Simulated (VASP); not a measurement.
# CuI (Marshite) (F-43m) in VASP: relaxation of cell and atoms with PBE

Aim: the relaxation of cell and atoms of CuI (Marshite) with PBE.

Program: VASP 6.6.1. These are calculated values, not measurements. Logs are shortened: lines on timing, memory, paths and dates and some standing lists are left out, and cuts for length are marked.

### Step 1. The undisturbed crystal

It takes space group F-43m (No. 216, cubic). Conventional cell: a = 6.078 Å, b = 6.078 Å, c = 6.078 Å, α = 90.00°, β = 90.00°, γ = 90.00°. Cu (site symmetry -43m) is surrounded by 4 I at 2.63 Å. I (site symmetry -43m) is surrounded by 4 Cu at 2.63 Å.

### Step 2. Relaxation of cell and atoms, PBE (cell and atoms relaxed tightly for response)

File INCAR:

```
SYSTEM = CuI
PREC = Accurate
ENCUT = 600
EDIFF = 1E-6
ISMEAR = 0
SIGMA = 0.01
LREAL = .FALSE.
LASPH = .TRUE.
NELM = 100
ALGO = Normal
ISIF = 3
LWAVE = .FALSE.
LCHARG = .FALSE.
GGA = PE
IBRION = 2
NSW = 80
EDIFFG = -0.001
```

File KPOINTS:

```
regular mesh
0
G
  8 8 8
  0 0 0
```

File POSCAR:

```
CuI
1.0
    0.0000000000      3.0390034059      3.0390034059
    3.0390034059      0.0000000000      3.0390034059
    3.0390034059      3.0390034059      0.0000000000
Cu I
1 1
Direct
    0.2500000000      0.2500000000      0.2500000000
    0.0000000000      0.0000000000      0.0000000000
```

Potentials or basis: VASP PAW PBE potentials, release 64 (Cu, I).

Started as:

```
$ cat potpaw_PBE.64/Cu/POTCAR potpaw_PBE.64/I/POTCAR > POTCAR
$ mpirun -np 1 vasp_std > vasp.out
```

OUTCAR:

```text
SYSTEM = CuI
   PREC = Accurate
   ENCUT = 600
   EDIFF = 1E-6
   ISMEAR = 0
   LREAL = .FALSE.
   LASPH = .TRUE.
   NELM = 100
   ISIF = 3
   GGA = PE
   IBRION = 2
   NSW = 80
   EDIFFG = -0.001

 ion  position               nearest neighbor table
   1  0.250  0.250  0.250-   2 2.63   2 2.63   2 2.63   2 2.63
   2  0.000  0.000  0.000-   1 2.63   1 2.63   1 2.63   1 2.63

  LATTYP: Found a face centered cubic cell.
 ALAT       =     6.0780068118

  Lattice vectors:

 A1 = (   0.0000000000,   3.0390034059,   3.0390034059)
 A2 = (   3.0390034059,   0.0000000000,   3.0390034059)
 A3 = (   3.0390034059,   3.0390034059,   0.0000000000)

Analysis of symmetry for initial positions (statically):
=====================================================================
 Subroutine PRICEL returns:
 Original cell was already a primitive cell.

 Routine SETGRP: Setting up the symmetry group for a
 face centered cubic supercell.

 Subroutine GETGRP returns: Found 24 space group operations
 (whereof 24 operations were pure point group operations)
 out of a pool of 48 trial point group operations.

The static configuration has the point symmetry T_d .

Analysis of symmetry for dynamics (positions and initial velocities):
=====================================================================
 Subroutine PRICEL returns:
 Original cell was already a primitive cell.

 Routine SETGRP: Setting up the symmetry group for a
 face centered cubic supercell.

 Subroutine GETGRP returns: Found 24 space group operations
 (whereof 24 operations were pure point group operations)
 out of a pool of 48 trial point group operations.

The dynamic configuration has the point symmetry T_d .

 Subroutine INISYM returns: Found 24 space group operations
 (whereof 24 operations are pure point group operations),
 and found     1 'primitive' translations

----------------------------------------------------------------------------------------

                                     Primitive cell

  volume of cell :      56.1337

  direct lattice vectors                    reciprocal lattice vectors
     0.000000000  3.039003406  3.039003406    -0.164527621  0.164527621  0.164527621
     3.039003406  0.000000000  3.039003406     0.164527621 -0.164527621  0.164527621
     3.039003406  3.039003406  0.000000000     0.164527621  0.164527621 -0.164527621

  length of vectors
     4.297799833  4.297799833  4.297799833     0.284970198  0.284970198  0.284970198

  position of ions in fractional coordinates (direct lattice)
     0.250000000  0.250000000  0.250000000
     0.000000000  0.000000000  0.000000000

  ion indices of the primitive-cell ions
   primitive index   ion index
                 1           1
                 2           2

----------------------------------------------------------------------------------------

 KPOINTS: regular mesh

Automatic generation of k-mesh.
 Grid dimensions read from file:
 generate k-points for:    8    8    8

 Generating k-lattice:

  Cartesian coordinates                     Fractional coordinates (reciprocal lattice)
    -0.020565953  0.020565953  0.020565953     0.125000000  0.000000000  0.000000000
     0.020565953 -0.020565953  0.020565953     0.000000000  0.125000000  0.000000000
     0.020565953  0.020565953 -0.020565953     0.000000000  0.000000000  0.125000000

  Length of vectors
     0.035621275  0.035621275  0.035621275

  Shift w.r.t. Gamma in fractional coordinates (k-lattice)
     0.000000000  0.000000000  0.000000000

 Subroutine IBZKPT returns following result:
 ===========================================

 Found     29 irreducible k-points:

 Following reciprocal coordinates:
            Coordinates               Weight
  0.000000  0.000000  0.000000      1.000000
  0.125000  0.000000  0.000000      8.000000
  0.250000  0.000000  0.000000      8.000000
  0.375000  0.000000  0.000000      8.000000
  0.500000  0.000000  0.000000      4.000000
  0.125000  0.125000  0.000000      6.000000
[... 16 lines left out ...]
  0.500000  0.250000  0.125000     48.000000
 -0.375000  0.250000  0.125000     24.000000
 [... further k-points ...]
   k-points           NKPTS =     29   k-points in BZ     NKDIM =     29   number of bands    NBANDS=     13
   number of dos      NEDOS =    301   number of ions     NIONS =      2
   total plane-waves  NPLWV =  46656
   dimension x,y,z NGX =    36 NGY =   36 NGZ =   36
   dimension x,y,z NGXF=    72 NGYF=   72 NGZF=   72
   ions per type =               1   1
   NGX,Y,Z   is equivalent  to a cutoff of  13.93, 13.93, 13.93 a.u.
   NGXF,Y,Z  is equivalent  to a cutoff of  27.85, 27.85, 27.85 a.u.
 SYSTEM =  CuI
   PREC   = accura    normal or accurate (medium, high low for compatibility)
   ISTART =      0    job   : 0-new  1-cont  2-samecut
   ICHARG =      2    charge: 1-file 2-atom 10-const
   ISPIN  =      1    spin polarized calculation?
   LNONCOLLINEAR =      F non collinear calculations
   LSORBIT =      F    spin-orbit coupling
   LASPH  =      T    aspherical Exc in radial PAW
   ENCUT  =  600.0 eV  44.10 Ry    6.64 a.u.   8.58  8.58  8.58*2*pi/ulx,y,z
   NELM   =    100;   NELMIN=  2; NELMDL= -5     # of ELM steps
   EDIFF  = 0.1E-05   stopping-criterion for ELM
   LREAL  =      F    real-space projection
   EDIFFG = -.1E-02   stopping-criterion for IOM
   NSW    =     80    number of steps for IOM
   IBRION =      2    ionic relax: 0-MD 1-quasi-New 2-CG
   NFREE  =      1    steps in history (QN), initial steepest desc. (CG)
   ISIF   =      3    stress and relaxation
   ISYM   =      2    0-nonsym 1-usesym 2-fastsym
   POTIM  = 0.5000    time-step for ionic-motion
   TEBEG  =    0.0;   TEEND  =   0.0 temperature during run
   PSTRESS=    0.0 pullay stress
   NELECT =      18.0000    total number of electrons
   NUPDOWN=      -1.0000    fix difference up-down
   EMIN   =  10.00;   EMAX   =-10.00  energy-range for DOS
   EFERMI =   0.00;   METHOD = LEGACY
   ISMEAR =     0;   SIGMA  =   0.01  broadening in eV -4-tet -1-fermi 0-gaus
   EFERMI_NEDOS =   21; number of points for ismear=-14 and -15
   IALGO  =     38    algorithm
   IMIX   =      4    mixing-type and parameters
     AMIX     =   0.40;   BMIX     =  1.00
     AMIX_MAG =   1.60;   BMIX_MAG =  1.00
  volume/ion in A,a.u.               =      28.07       189.40
  Fermi-wavevector in a.u.,A,eV,Ry     =   1.120533  2.117499 17.083383  1.255593
  Thomas-Fermi vector in A             =   2.257180
   LORBIT       =      0    0 simple, 1 ext, 2 COOP (PROOUT), +10 PAW based schemes
   GGA     = PE    functional components
   LHFCALC =     F    Hartree Fock is set to
   AEXX    =    0.0000 exact exchange contribution
   IVDW    =     0    specifies the selected vdW correction
   LEPSILON=     F    determine dielectric tensor
   LRPA    =     F    only Hartree local field effects (RPA)
 conjugate gradient relaxation of ions
 non-spin polarized calculation
 Gauss-broadening in eV      SIGMA  =   0.01
  energy-cutoff  :      600.00
  volume of cell :       56.13
 maximum number of plane-waves:      1895
 NGX is ok and might be reduce to    36
   NGX = 17   NGY = 17   NGZ = 17

--------------------------------------- Ionic step        1  -------------------------------------------

 number of electron      18.0000008 magnetization

 Free energy of the ion-electron system (eV)
  ---------------------------------------------------
  ext. energy  EPLUGINS =         0.00000000
  ---------------------------------------------------
  free energy    TOTEN  =        -5.56257865 eV

  energy without entropy =       -5.56257865  energy(sigma->0) =       -5.56257865

------------------------ aborting loop because EDIFF is reached ----------------------------------------

  FORCE on cell =-STRESS in cart. coord.  units (eV):
  Direction    XX          YY          ZZ          XY          YZ          ZX
  --------------------------------------------------------------------------------------
  -------------------------------------------------------------------------------------
  Total        0.0119583      0.0119583      0.0119583     -0.0000000     -0.0000000     -0.0000000
  in kB        0.3413149      0.3413149      0.3413149     -0.0000000     -0.0000000     -0.0000000
  external PRESSURE =       0.3413149 kB  Pullay stress =       0.0000000 kB

 VOLUME and BASIS-vectors are now :
 -----------------------------------------------------------------------------
  energy-cutoff  :      600.00
  volume of cell :       56.13
      direct lattice vectors                 reciprocal lattice vectors
     0.000000000  3.039003406  3.039003406    -0.164527621  0.164527621  0.164527621
     3.039003406  0.000000000  3.039003406     0.164527621 -0.164527621  0.164527621
     3.039003406  3.039003406  0.000000000     0.164527621  0.164527621 -0.164527621
[... 145 lines left out ...]
 POSITION                                       TOTAL-FORCE (eV/Angst)
 -----------------------------------------------------------------------------------
      1.52022      1.52022      1.52022        -0.000000     -0.000000     -0.000000
      0.00000      0.00000      0.00000         0.000000      0.000000      0.000000
 -----------------------------------------------------------------------------------
    total drift:                                0.000001      0.000001      0.000001

  FREE ENERGIE OF THE ION-ELECTRON SYSTEM (eV)
  ---------------------------------------------------
  free  energy   TOTEN  =        -5.5625987109 eV

  energy  without entropy=       -5.5625987109  energy(sigma->0) =       -5.56259871

--------------------------------------- Ionic step        6  -------------------------------------------

 number of electron      18.0000008 magnetization

 Free energy of the ion-electron system (eV)
  ---------------------------------------------------
  ext. energy  EPLUGINS =         0.00000000
  ---------------------------------------------------
  free energy    TOTEN  =        -5.56259696 eV

  energy without entropy =       -5.56259696  energy(sigma->0) =       -5.56259696

 E-fermi :   4.4039     XC(G=0):  -8.8973

 val. band max:        4.3385329847   @ k =   0.0000   0.0000   0.0000
 cond. band min:       5.4594688134   @ k =   0.0000   0.0000   0.0000
 fundamental gap:      1.1209358286
 Fermi energy:         4.4039311623

 k-point     1 :       0.0000    0.0000    0.0000
  band No.  band energies     occupation
      1      -9.6274      2.00000
      2       0.7381      2.00000
      3       0.7381      2.00000
      4       0.7381      2.00000
      5       2.5228      2.00000
      6       2.5228      2.00000
      7       4.3385      2.00000
      8       4.3385      2.00000
      9       4.3385      2.00000
     10       5.4595      0.00000
     11       9.2191      0.00000
     12       9.2191      0.00000
     13       9.2191      0.00000

 k-point     2 :       0.1250    0.0000    0.0000
  band No.  band energies     occupation
      1      -9.5565      2.00000
      2       0.4428      2.00000
      3       0.7434      2.00000
      4       0.7434      2.00000
      5       2.5168      2.00000
      6       2.5168      2.00000
      7       3.7294      2.00000
      8       4.2255      2.00000
      9       4.2255      2.00000
     10       6.1487      0.00000
     11       9.1240      0.00000
[... 339 lines left out ...]
 k-point    24 :      -0.3750    0.2500    0.1250
  band No.  band energies     occupation
      1      -8.9976      2.00000
      2      -0.9343      2.00000
      3       0.2019      2.00000
      4       0.7085      2.00000
      5       2.4603      2.00000
      6       2.5341      2.00000
      7       2.6471      2.00000
      8       3.0634      2.00000
      9       3.3573      2.00000
     10       7.8113      0.00000
     11       9.0222      0.00000
     12      10.5327      0.00000
     13      11.7165      0.00000

 [... further k-points ...]

------------------------ aborting loop because EDIFF is reached ----------------------------------------

  FORCE on cell =-STRESS in cart. coord.  units (eV):
  Direction    XX          YY          ZZ          XY          YZ          ZX
  --------------------------------------------------------------------------------------
  -------------------------------------------------------------------------------------
  Total       -0.0010292     -0.0010292     -0.0010292      0.0000000      0.0000000      0.0000000
  in kB       -0.0293414     -0.0293414     -0.0293414      0.0000000      0.0000000      0.0000000
  external PRESSURE =      -0.0293414 kB  Pullay stress =       0.0000000 kB

 VOLUME and BASIS-vectors are now :
 -----------------------------------------------------------------------------
  energy-cutoff  :      600.00
  volume of cell :       56.20
      direct lattice vectors                 reciprocal lattice vectors
    -0.000000000  3.040161993  3.040161993    -0.164464920  0.164464920  0.164464920
     3.040161993 -0.000000000  3.040161993     0.164464920 -0.164464920  0.164464920
     3.040161993  3.040161993 -0.000000000     0.164464920  0.164464920 -0.164464920

 POSITION                                       TOTAL-FORCE (eV/Angst)
 -----------------------------------------------------------------------------------
      1.52008      1.52008      1.52008        -0.000000     -0.000000     -0.000000
      0.00000      0.00000      0.00000         0.000000      0.000000      0.000000
 -----------------------------------------------------------------------------------
    total drift:                                0.000001      0.000001      0.000001

  FREE ENERGIE OF THE ION-ELECTRON SYSTEM (eV)
  ---------------------------------------------------
  free  energy   TOTEN  =        -5.5625969551 eV

  energy  without entropy=       -5.5625969551  energy(sigma->0) =       -5.56259696

 reached required accuracy - stopping structural energy minimisation
```

Run time: 68 s. Hardware: 1 thread of AMD EPYC 9R14 (Zen 4), shared host; peak memory 0.19 GiB.

Results:

* Free energy: -5.5626 eV
* Relaxed volume: 28.10 Å³/atom
* Relaxed cell: a = 4.299 Å, b = 4.299 Å, c = 4.299 Å, α = 60.00°, β = 60.00°, γ = 60.00°
* Space group after relaxing (to 0.05 Å): F-43m (No. 216)
* Energy gained by relaxing: 0.0 meV/atom
* Ionic steps: 6
* Pressure after relaxing: 0.0 GPa
* Band gap on the k mesh: 1.12 eV, direct

Final structure:
```cif
data_structure
_symmetry_space_group_name_H-M 'P 1'
_symmetry_Int_Tables_number 1
_cell_length_a 4.2994
_cell_length_b 4.2994
_cell_length_c 4.2994
_cell_angle_alpha 60.000
_cell_angle_beta 60.000
_cell_angle_gamma 60.000
_cell_volume 56.20
loop_
_atom_site_label
_atom_site_type_symbol
_atom_site_fract_x
_atom_site_fract_y
_atom_site_fract_z
_atom_site_occupancy
Cu1 Cu 0.25000 0.25000 0.25000 1
I1 I 0.00000 0.00000 0.00000 1
```

Caveat: spin-orbit coupling is left out, which moves the levels of the heavy elements.
